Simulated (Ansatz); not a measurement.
# Hf2CF2 MXene monolayer in a perpendicular field

Wanted: the out-of-plane response of the Hf2CF2 MXene monolayer. A positive field points along +c.

Main program and level: Ansatz 0.2.0; plane-wave DFT, PBE-D3(BJ), Ansatz PAW (set soft_1); PAW set soft_1.

**1. The structure**

The cell holds 5 atoms: 2 F, 2 Hf and 1 C. Cell: a = 3.289 Å, b = 3.289 Å, c = 40.191 Å, α = 90.0°, β = 90.0°, γ = 120.0°. Vacuum lies along c.

**2. Relaxing the slab**

The starting cell is a guess, so the in-plane lattice and the atoms are relaxed first, with the slab cut off from its images along the normal.

File input.yaml:

```yaml
crystal:
  lattice:
    - [3.289, 0.0, 0.0]
    - [-1.6445, 2.848357553, 0.0]
    - [0.0, 0.0, 40.1906824045]
  atoms:
    - { symbol: F, position: [0.3333333333, 0.6666666667, 0.4428887228] }
    - { symbol: Hf, position: [0.6666666667, 0.3333333333, 0.4677101334] }
    - { symbol: C, position: [0.0, 0.0, 0.5] }
    - { symbol: Hf, position: [0.3333333333, 0.6666666667, 0.5322898666] }
    - { symbol: F, position: [0.6666666667, 0.3333333333, 0.5571112772] }
  periodic: [true, true, false]
kpoints:
  mp_grid: { grid: [12, 12, 1] }
hamiltonian:
  xc: pbe
  dispersion: d3bj
  pseudopotentials: { kind: paw, azcp: { folder: soft_1 } }
scf:
  occupations: { method: fermi_dirac, width: 0.05 }
  convergence: { dr2_threshold: 1.0e-09 }
relax:
  f_tol: 0.004
  max_steps: 90
  cell: {}
output:
  write_potential: true
  write_density: true
  volumetric_format: npy
```

On the command line:

```bash
$ ansatz run input.yaml --threads 2 --pin off --max-ram 3072MiB --backend cpu --events-out ev --progress --plain --runs-dir out
```

Numbers of over 12 decimals in the logs are rounded to 6 here.

Output:

```text
Warning: relax.cell: scf.convergence.dr2_threshold = 1e-9 eV is looser than the 2.34865266811e-10 eV advised for a relaxation that steers and ends on the stress (1e-10 eV for each atom of the cell: 5, times the square of relax.cell.stress_2d_tol = 0.05 N/m over 14.6 Å (the atoms' height at the walk's start and 5 Å past either face), 3.427e-2 GPa, over a crystal's default 0.05). What an SCF threshold leaves in a stress goes as its square root, and in the free energy as the threshold itself, and one threshold admits the most on a small cell: [figures from the program's tests cut] Set scf.convergence.dr2_threshold to 2.34865266811e-10 eV or tighter. [rest of the remark cut]
Engine: ansatz 0.2.0, aarch64-unknown-linux-gnu
Pseudopotentials: kind: paw
Pseudopotential: F, paw, valence charge 7, recommended cutoff 420 eV (normal), soft_1/F.paw.azcp
Pseudopotential: Hf, paw, valence charge 26, recommended cutoff 420 eV (normal), soft_1/Hf.paw.azcp
Pseudopotential: C, paw, valence charge 4, recommended cutoff 420 eV (normal), soft_1/C.paw.azcp
Functional definition: PBE
  parameter kappa = 0.804
  parameter beta = 0.066725
  exchange = pbe_x(kappa = kappa, mu = beta*pi^2/3)
  correlation = pbe_c(beta = beta)
Crystal: 5 atoms, lattice volume = 376.516 Å³
Basis set: ecut = 420 eV, 7479 PW (Γ), exchange–correlation on 48×48×540 points (8 copies of the dense FFT grid, shifted against one another)
Bands: 42, of which v1, the nominal top of the filled ones, is band 35 counted from 1 (34 counted from 0)
Symmetry: 12 space group operations
Space group: P-3m1 (ITA 164), of the structure as read, at distance tolerance 7.2e-5 Å
k-points: 19 of 144
Non-local potential: F, projectors of the file, l = 0: 2, l = 1: 2, l = 2: 1
Non-local potential: Hf, projectors of the file, l = 0: 3, l = 1: 2, l = 2: 2, l = 3: 3
Non-local potential: C, projectors of the file, l = 0: 2, l = 1: 2, l = 2: 1
PAW form: soft (Blöchl's): semilocal exchange-correlation on the pseudo side does not see the compensation charge
PAW one-centre angular grid: F, 110 points (default); XC on 64 Gauss nodes
PAW one-centre angular grid: Hf, 590 points (default); XC on 64 Gauss nodes
PAW one-centre angular grid: C, 110 points (default); XC on 64 Gauss nodes
Initial density: superposition of atomic densities (neutral atoms: chi_scale 0, normalization atom)
Initial wavefunctions: pseudopotential atomic-orbital guess
Functional: x = pbe(κ = 0.804, μ = 0.219515), c = pbe(β = 0.066725)
SCF iter   1: F=—  HF=-33322.503187 eV  |F-HF|=—  |Δ(HF+E_count)|=         —  Δρ=5.27e-2  dr2=2.19e1  ethr=3.10e-3  ⟨swp⟩=13.3  Hψ=4772  notcnv=0  defer=1
preconditioner: auto → LDOS  [metal: Δε(μ)=0.063 eV  Ē_g=18.042 eV  σ=0.050 eV  W_gap=0.30  n_scr=26 (ndim 8)  ℏωp=15.5 eV  f_vac=0.809  D(μ)=1.60/eV (n_scr^D=10)  β→1.0]
SCF iter   2: F=—  HF=-33322.186202 eV  |F-HF|=—  |Δ(HF+E_count)|=   3.17e-1  Δρ=6.58e-2  dr2=6.71e1  ethr=3.10e-3  ⟨swp⟩=9.7  Hψ=2609  notcnv=0  defer=61  recentre
SCF iter   3: F=—  HF=-33317.372688 eV  |F-HF|=—  |Δ(HF+E_count)|=    4.81e0  Δρ=1.21e-2  dr2=2.09e0  ethr=3.10e-3  ⟨swp⟩=7.1  Hψ=2937  notcnv=0  defer=18
SCF iter   4: F=—  HF=-33316.931553 eV  |F-HF|=—  |Δ(HF+E_count)|=   4.41e-1  Δρ=3.63e-3  dr2=2.06e-1  ethr=2.98e-3  ⟨swp⟩=4.8  Hψ=1565  notcnv=0  defer=31
SCF iter   5: F=—  HF=-33316.914758 eV  |F-HF|=—  |Δ(HF+E_count)|=   1.68e-2  Δρ=1.45e-3  dr2=6.43e-2  ethr=2.94e-4  ⟨swp⟩=5.8  Hψ=1885  notcnv=0  defer=33
SCF iter   6: F=—  HF=-33316.907130 eV  |F-HF|=—  |Δ(HF+E_count)|=   7.63e-3  Δρ=6.01e-4  dr2=5.42e-2  ethr=9.19e-5  ⟨swp⟩=4.3  Hψ=1491  notcnv=0  defer=30
SCF iter   7: F=—  HF=-33316.894669 eV  |F-HF|=—  |Δ(HF+E_count)|=   1.25e-2  Δρ=5.48e-4  dr2=3.11e-2  ethr=7.75e-5  ⟨swp⟩=3.9  Hψ=1056  notcnv=0  defer=31
SCF iter   8: F=—  HF=-33316.883450 eV  |F-HF|=—  |Δ(HF+E_count)|=   1.12e-2  Δρ=2.73e-4  dr2=2.96e-3  ethr=4.45e-5  ⟨swp⟩=6.1  Hψ=1326  notcnv=0  defer=34
SCF iter   9: F=—  HF=-33316.883005 eV  |F-HF|=—  |Δ(HF+E_count)|=   4.45e-4  Δρ=3.76e-4  dr2=3.79e-3  ethr=4.23e-6  ⟨swp⟩=5.5  Hψ=1794  notcnv=0  defer=33
SCF iter  10: F=—  HF=-33316.882696 eV  |F-HF|=—  |Δ(HF+E_count)|=   3.09e-4  Δρ=2.83e-4  dr2=8.58e-4  ethr=4.23e-6  ⟨swp⟩=4.3  Hψ=1862  notcnv=0  defer=24
SCF iter  11: F=—  HF=-33316.882434 eV  |F-HF|=—  |Δ(HF+E_count)|=   2.62e-4  Δρ=7.29e-5  dr2=2.60e-5  ethr=1.23e-6  ⟨swp⟩=2.8  Hψ=1603  notcnv=0  defer=22
SCF iter  12: F=—  HF=-33316.882346 eV  |F-HF|=—  |Δ(HF+E_count)|=   8.73e-5  Δρ=1.65e-5  dr2=8.95e-6  ethr=3.71e-8  ⟨swp⟩=3.2  Hψ=1895  notcnv=0  defer=22
SCF iter  13: F=—  HF=-33316.882345 eV  |F-HF|=—  |Δ(HF+E_count)|=   1.44e-6  Δρ=5.07e-6  dr2=1.47e-7  ethr=1.28e-8  ⟨swp⟩=3.1  Hψ=1634  notcnv=0  defer=22
SCF iter  14: F=—  HF=-33316.882236 eV  |F-HF|=—  |Δ(HF+E_count)|=   1.09e-4  Δρ=1.94e-6  dr2=3.20e-8  ethr=2.10e-10  ⟨swp⟩=3.8  Hψ=2214  notcnv=0  defer=22
SCF iter  15: F=—  HF=-33316.882236 eV  |F-HF|=—  |Δ(HF+E_count)|=   1.23e-8  Δρ=5.16e-7  dr2=5.76e-9  ethr=4.57e-11  ⟨swp⟩=3.1  Hψ=1679  notcnv=0  defer=22
SCF iter  16: F=-33316.882236 eV  HF=-33316.882236 eV  |F-HF|=1.24e-10  |Δ(HF+E_count)|=   2.69e-9  Δρ=2.30e-7  dr2=3.90e-10  ethr=1.43e-12  ⟨swp⟩=13.3  Hψ=10281  notcnv=0
SCF 1 converged in 16 iterations: F = -33316.882236 eV  dr2 = 3.90e-10
  greatest PAW one-centre occupation: 0.998 electrons in one spin orbital (limit 2), on the Hf atom at site 3 (counted from 0), in its partial waves of l = 0
relax step   1: F+E_penalty+E_count = -33316.88223573 eV  Δ(F+E_penalty+E_count) = +0.000e0 eV  max|allowed force component| = 4.699e0 eV/Å  Δτ_max = 0.0000 Å  P = +5.745 N/m  Ω = 376.516 Å³  fix = [c, alpha, beta]  reactions: c +0.000 N/m  (16 SCF iters, accepted)
Crystal: 5 atoms, lattice volume = 372.741 Å³
Basis set: ecut = 420 eV, 7395 PW (Γ), exchange–correlation on 48×48×540 points (8 copies of the dense FFT grid, shifted against one another)
Initial density: handed on by an earlier stage of this run
Initial wavefunctions: those handed on with the density
iter 1 solved again at ethr=8.28e-4 eV; its pass at ethr=3.10e-3 eV (dr2=5.80e-1 eV) is discarded
SCF iter   1: F=—  HF=-33318.119073 eV  |F-HF|=—  |Δ(HF+E_count)|=         —  Δρ=1.15e-2  dr2=5.80e-1  ethr=8.28e-4  ⟨swp⟩=2.4  Hψ=5272  notcnv=0
preconditioner: auto → LDOS  [insulator: Δε(μ)=0.287 eV  Ē_g=17.773 eV  σ=0.050 eV  W_gap=0.74  n_scr=26 (ndim 8)  ℏωp=15.6 eV  f_vac=0.828  D(μ)=0.73/eV (n_scr^D=6)  ε∞_Penn≈1.8  β→1.0]
SCF iter   2: F=—  HF=-33318.070271 eV  |F-HF|=—  |Δ(HF+E_count)|=   4.88e-2  Δρ=9.84e-3  dr2=4.67e-1  ethr=8.28e-4  ⟨swp⟩=5.7  Hψ=2702  notcnv=0  defer=20
[...]
SCF iter   7: F=—  HF=-33318.203282 eV  |F-HF|=—  |Δ(HF+E_count)|=   1.97e-4  Δρ=1.76e-5  dr2=6.54e-7  ethr=9.02e-9  ⟨swp⟩=3.3  Hψ=1850  notcnv=0  defer=30
SCF iter   8: F=—  HF=-33318.203283 eV  |F-HF|=—  |Δ(HF+E_count)|=   1.98e-7  Δρ=3.62e-6  dr2=3.16e-8  ethr=9.35e-10  ⟨swp⟩=3.1  Hψ=1681  notcnv=0  defer=30
SCF iter   9: F=—  HF=-33318.203283 eV  |F-HF|=—  |Δ(HF+E_count)|=   8.70e-8  Δρ=8.24e-7  dr2=2.42e-9  ethr=4.52e-11  ⟨swp⟩=3.4  Hψ=1882  notcnv=0  defer=30
SCF iter  10: F=-33318.203283 eV  HF=-33318.203283 eV  |F-HF|=6.57e-9  |Δ(HF+E_count)|=   1.14e-8  Δρ=3.12e-7  dr2=2.57e-10  ethr=1.43e-12  ⟨swp⟩=13.1  Hψ=7494  notcnv=0
SCF 3 converged in 10 iterations: F = -33318.203283 eV  dr2 = 2.57e-10
relax step   3: F+E_penalty+E_count = -33318.20328278 eV  Δ(F+E_penalty+E_count) = -2.753e-1 eV  max|allowed force component| = 4.435e-1 eV/Å  Δτ_max = 0.1966 Å  P = +0.282 N/m  Ω = 364.194 Å³  energy of the carried Pulay correction = +4.197e-3 eV  fix = [c, alpha, beta]  reactions: c +0.000 N/m  (10 SCF iters, accepted)
[...]
relax step   4: F+E_penalty+E_count = -33318.22408150 eV  Δ(F+E_penalty+E_count) = -2.080e-2 eV  max|allowed force component| = 5.896e-2 eV/Å  Δτ_max = 0.0577 Å  P = +0.307 N/m  Ω = 368.786 Å³  energy of the carried Pulay correction = +2.616e-3 eV  fix = [c, alpha, beta]  reactions: c +0.000 N/m  (9 SCF iters, accepted)
[...]
relax step   5: F+E_penalty+E_count = -33318.22412590 eV  Δ(F+E_penalty+E_count) = -4.439e-5 eV  max|allowed force component| = 1.082e-2 eV/Å  Δτ_max = 0.0065 Å  P = -0.225 N/m  Ω = 369.722 Å³  energy of the carried Pulay correction = +2.297e-3 eV  fix = [c, alpha, beta]  reactions: c -0.000 N/m  (7 SCF iters, accepted)
[...]
relax step   6: F+E_penalty+E_count = -33318.22441972 eV  Δ(F+E_penalty+E_count) = -2.938e-4 eV  max|allowed force component| = 5.188e-4 eV/Å  Δτ_max = 0.0005 Å  P = -0.006 N/m  Ω = 369.159 Å³  energy of the carried Pulay correction = +2.489e-3 eV  fix = [c, alpha, beta]  reactions: c -0.000 N/m  (6 SCF iters, accepted)
[...]
relax step   7: F+E_penalty+E_count = -33318.22223554 eV  Δ(F+E_penalty+E_count) = +2.184e-3 eV  max|allowed force component| = 1.031e-3 eV/Å  Δτ_max = 0.0000 Å  P = -0.053 N/m  Ω = 369.159 Å³  fix = [c, alpha, beta]  reactions: c -0.000 N/m  stress off target by 5.31e-2 N/m on what of the cell is left free  SCF on the basis re-selected at this cell (its energy is not comparable with the rows above)  (5 SCF iters)
[...]
relax step   8: F+E_penalty+E_count = -33318.22230387 eV  Δ(F+E_penalty+E_count) = -6.832e-5 eV  max|allowed force component| = 1.380e-4 eV/Å  Δτ_max = 0.0005 Å  P = +0.000 N/m  Ω = 368.988 Å³  energy of the carried Pulay correction = +6.089e-5 eV  fix = [c, alpha, beta]  reactions: c +0.000 N/m  (5 SCF iters, accepted)
iter 1 solved again at ethr=1.43e-7 eV; its pass at ethr=3.10e-3 eV (dr2=1.00e-4 eV) is discarded
SCF iter   1: F=—  HF=-33318.222309 eV  |F-HF|=—  |Δ(HF+E_count)|=         —  Δρ=1.69e-6  dr2=3.09e-9  ethr=1.43e-7  ⟨swp⟩=7.1  Hψ=8751  notcnv=0
eigensolver tolerance schedule: the retry pair's looser diagonalisation over-reported the residual by 32373.42 of it (diagonalisation noise at an unbounded share of the residual, at the tolerance the schedule requests for it); recorded, not acted on — ethr = c·dr2/N_el stays at c = 1.0e-1
SCF iter   2: F=—  HF=-33318.222265 eV  |F-HF|=—  |Δ(HF+E_count)|=   4.44e-5  Δρ=1.64e-6  dr2=4.22e-9  ethr=4.42e-12  ⟨swp⟩=8.2  Hψ=4948  notcnv=0
SCF iter   3: F=-33318.222265 eV  HF=-33318.222265 eV  |F-HF|=3.42e-10  |Δ(HF+E_count)|=   1.43e-9  Δρ=7.04e-7  dr2=7.50e-10  ethr=1.43e-12  ⟨swp⟩=20.4  Hψ=11054  notcnv=0
SCF 9 converged in 3 iterations: F = -33318.222265 eV  dr2 = 7.50e-10
relax step   9: F+E_penalty+E_count = -33318.22226504 eV  Δ(F+E_penalty+E_count) = +3.882e-5 eV  max|allowed force component| = 1.404e-4 eV/Å  Δτ_max = 0.0000 Å  P = -0.001 N/m  Ω = 368.988 Å³  fix = [c, alpha, beta]  reactions: c -0.000 N/m  stress off target by 7.27e-4 N/m on what of the cell is left free  SCF on the basis re-selected at this cell (its energy is not comparable with the rows above)  (3 SCF iters)
basis re-selected at this cell: Δ(F+E_penalty+E_count) = +3.882e-5 eV, ΔP = -0.001 N/m vs the last step (what re-selecting the basis moved, of the pressure what is left beyond the Pulay correction that the steps carried, after the strain that the cell walked since its last selection, with what the two solves' SCF thresholds leave and, on support functions, any second-order correction that the steps lacked; it is no m [...]
WARN: The output density's exchange-correlation potential varies sharply where the density is thin. Do not read a vacuum level from v_tot or v_xc, or from such a field of the output density. On a cell that repeats whose density bears no net charge and no dipole along the vacuum's axis use v_es (v_loc + v_h of the components); under efield.dipole_correction with no amplitude use v_es + v_field, which holds any externa [...]
SCF converged after 3 iterations
Free energy (F): -33318.222265 eV
Harris-Foulkes:  -33318.222265 eV  (|F-HF|=3.42e-10)
Internal energy: -33318.210587 eV  (E = F + TS)
E sigma→0 (E₀):  -33318.216426 eV
Entropy (-TS):   -0.011678 eV (-2.336 meV/atom)
Fermi energy:    -3.724755 eV
--- Per-component energies (eV) ---
  E_band       = -1484.170784
  E_kinetic    = 1301.293288
  E_local      = -410135.148659  (includes V_loc(G=0)·N_el)
  E_nonlocal   = 317.822886
  E_hartree    = 204035.852476
  E_xc         = -735.846947
  E_vxc        = -767.732785  (∫ρ·V_xc dr)
  E_paw        = -15904.902525  (= ΣΔE_a)
  E_vpaw       = -272.108094  (= ΣTr[D̂ρ^β])
  E_aug_tail   = 0.001637  (compensation charges beyond the density's cutoff)
  E_ewald      = 187803.592943
  E_disp       = -0.875685  (pairwise vdW)
  E_smearing   = -0.011678  (= −TS)
  E_closure    = -0.000000  (closes the sum)
  Σ components = -33318.222265   (vs F -33318.222265, Δ=0.00e0)
--- Forces (eV/Å), atoms counted from 1 ---
  atom   1  F     -0.00000000    -0.00000000     0.00007007
  atom   2  Hf     0.00000000     0.00000000    -0.00014040
  atom   3  C      0.00000000     0.00000000     0.00000000
  atom   4  Hf    -0.00000000    -0.00000000     0.00014040
  atom   5  F      0.00000000     0.00000000    -0.00007007
  max |Σ_I F_I| component: 9.25e-18 eV/Å
--- 2D stress c σ (N/m, compression-positive) ---
       -0.000727       0.000000       0.000000
        0.000000      -0.000727      -0.000000
        0.000000      -0.000000      -0.000000
  P = ½ c Tr σ = -0.0007 N/m
--- Band table (eV; the first three rows and the last of 19) ---
  k-point 0: bands = [... 31 lower, -8.6148, -7.0977, -7.0977, -3.4423, -3.4423, -3.1253, -2.2291, -2.1267, ... 3 higher]
  k-point 1: bands = [... 31 lower, -8.5390, -7.3425, -7.1161, -3.7660, -3.2773, -3.0730, -2.0190, -1.9806, ... 3 higher]
  k-point 2: bands = [... 31 lower, -8.3638, -7.8488, -7.1491, -4.3983, -2.9038, -2.8038, -1.8758, -1.6592, ... 3 higher]
  k-point 18: bands = [... 31 lower, -8.5153, -8.5153, -7.4933, -3.2519, -2.4357, -2.4357, -0.7642, -0.1218, ... 3 higher]
  the weakly bound empty levels are not read free of the cell's end (no_gap_told)
--- Relaxed structure (7 steps of the walk, 7 accepted, 2 SCFs on fresh bases) ---
  F+E_penalty+E_count = -33318.22226504 eV   max|allowed force component| = 1.404e-4 eV/Å   (the final SCF, on the basis selected at the relaxed cell)
  cell:  # Å, volume = 368.9879 Å³
    - [3.255953, 0, 0]
    - [-1.627976, 2.819738, 0]
    - [0, 0, 40.1906824045]
  atoms:
    - { symbol: F, position: [0.333333, 0.666667, 0.436380] }
    - { symbol: Hf, position: [0.666667, 0.333333, 0.470083] }
    - { symbol: C, position: [0, 0, 0.5] }
    - { symbol: Hf, position: [0.333333, 0.666667, 0.529917] }
    - { symbol: F, position: [0.666667, 0.333333, 0.563620] }
```

Run time: 1.8 min. Hardware: 2 threads of Arm Neoverse V1, shared host; peak memory 0.72 GiB.

Relaxation path:

```csv
step,energy less that of the first step (eV),largest force component (eV/Å),volume (Å³)
1,0.0000,4.6991,376.52
2,-1.0457,2.5097,372.74
3,-1.3210,0.4435,364.19
4,-1.3418,0.0590,368.79
5,-1.3419,0.0108,369.72
6,-1.3422,0.0005,369.16
7*,-1.3400,0.0010,369.16
8,-1.3401,0.0001,368.99
9*,-1.3400,0.0001,368.99
```

Relaxation steps marked * repeat the geometry before them on a plane-wave basis chosen anew for their cell, so energy and pressure can jump there.

The run keeps the 12 symmetry operations that it works with, so distortions that break them were not tested.

```csv
cell as run,before,after,change
a (Å),3.289,3.256,-1.0 %
b (Å),3.289,3.256,-1.0 %
```

The atoms that moved most (Å, along periodic axes as changes of fractional coordinates times the final cell, across vacuum about the mean position):

```csv
atom,dx,dy,dz,length
F5,0.000,0.000,0.262,0.262
F1,0.000,0.000,-0.262,0.262
Hf2,0.000,0.000,0.095,0.095
Hf4,0.000,0.000,-0.095,0.095
```

Final coordinates:

```cif
data_structure
_symmetry_space_group_name_H-M 'P 1'
_symmetry_Int_Tables_number 1
_cell_length_a 3.2560
_cell_length_b 3.2560
_cell_length_c 40.1907
_cell_angle_alpha 90.000
_cell_angle_beta 90.000
_cell_angle_gamma 120.000
_cell_volume 368.99
loop_
_atom_site_label
_atom_site_type_symbol
_atom_site_fract_x
_atom_site_fract_y
_atom_site_fract_z
_atom_site_occupancy
F1 F 0.33333 0.66667 0.43638 1
Hf2 Hf 0.66667 0.33333 0.47008 1
C3 C 0.00000 0.00000 0.50000 1
Hf4 Hf 0.33333 0.66667 0.52992 1
F5 F 0.66667 0.33333 0.56362 1
```

This step gave:

```
energy at zero smearing : -33318.2164 eV
```

The lattice constant a goes from 3.289 to 3.256 Å.

[end of part 1 of 2]

[Logs are printed without paths, hosts, clocks, repeated set-up lines and the standing remarks that a program may print on its own settings, such as how far it seeks lower states.]

[Hosts, paths, dates, database ids (printed as entryN), source tags and the programs' standing remarks are cut or masked in the printed files.]

[Maps of the electrostatic potential energy from Ansatz leave out the sawtooth potential of an applied field or a dipole correction, so their vacuum need not be flat; planar profiles and work functions include it.]
